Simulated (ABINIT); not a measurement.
Input of an ABINIT 10.8.3 (patched build) run:

run.abi

```
ndtset 2

pp_dirpath "./"
pseudos "Br.GGA_PBE-JTH.xml, K.GGA_PBE-JTH.xml"

acell 4.6669047558 4.6669047558 4.6669047558 Angstrom
rprim
     0.0000000000     0.7071067812     0.7071067812
     0.7071067812     0.0000000000     0.7071067812
     0.7071067812     0.7071067812     0.0000000000
ntypat 2
znucl 35 19
natom 2
typat 1 2
xcart
     6.2360962113     6.2360962113     6.2360962113
     0.0000000000     0.0000000000     0.0000000000

ecut 20.0
pawecutdg 40.0

ixc -106131

occopt 3
tsmear 0.00183747

nstep 100

iomode 3
prtwf 0
prteig 0
prtebands 0
prtden1 1

kptopt1 1
ngkpt1 7 7 7
nshiftk1 1
shiftk1 0.0 0.0 0.0
nband1 12
tolvrs1 1.0e-9

iscf2 -2
getden2 1
nband2 16
nbdbuf2 2
tolwfr2 1.0e-12
kptopt2 -9
ndivsm2 6
prteig2 1
kptbounds2
     0.0000000000     0.0000000000     0.0000000000
     0.5000000000     0.0000000000     0.5000000000
     0.5000000000     0.2500000000     0.7500000000
     0.3750000000     0.3750000000     0.7500000000
     0.0000000000     0.0000000000     0.0000000000
     0.5000000000     0.5000000000     0.5000000000
     0.6250000000     0.2500000000     0.6250000000
     0.5000000000     0.2500000000     0.7500000000
     0.5000000000     0.5000000000     0.5000000000
     0.3750000000     0.3750000000     0.7500000000
```

Potentials or basis: JTH PAW PBE v2.0.

The run is started by

```sh
$ abinit run.abi > log 2>&1
```

**Question.** Estimate the band gap on the k mesh.

**Answer.** 4.43 eV, direct.

**Question.** Predict the band gap along the path.

**Answer.** 4.43 eV, direct.

**Question.** Predict the pressure.

**Answer.** 1.5 GPa.

Levels at the corners of the path, in eV from the valence-band top:
```
point  band 5  band 6  band 7  band 8  band 9  band 10  band 11  band 12
    Γ  -11.34    0.00    0.00    0.00    4.43     7.54     7.54     7.54
    X  -11.38   -0.80   -0.28   -0.28    5.89     7.12     9.26     9.54
    W  -11.24   -0.58   -0.58   -0.54    7.41     7.41     8.18     8.90
    K  -11.26   -0.69   -0.64   -0.33    6.62     8.08     8.51     9.06
    Γ  -11.34    0.00    0.00    0.00    4.43     7.54     7.54     7.54
    L  -11.09   -1.17   -0.33   -0.33    6.65     8.25     9.64     9.64
    U  -11.26   -0.69   -0.64   -0.33    6.62     8.08     8.51     9.06
    W  -11.24   -0.58   -0.58   -0.54    7.41     7.41     8.18     8.90
    L  -11.09   -1.17   -0.33   -0.33    6.65     8.25     9.64     9.64
    K  -11.26   -0.69   -0.64   -0.33    6.62     8.08     8.51     9.06
```

Caveat: the PAW data sets were made with another functional, which shifts forces and pressure a little. As with any semilocal functional, this BLYP gap is likely too small.
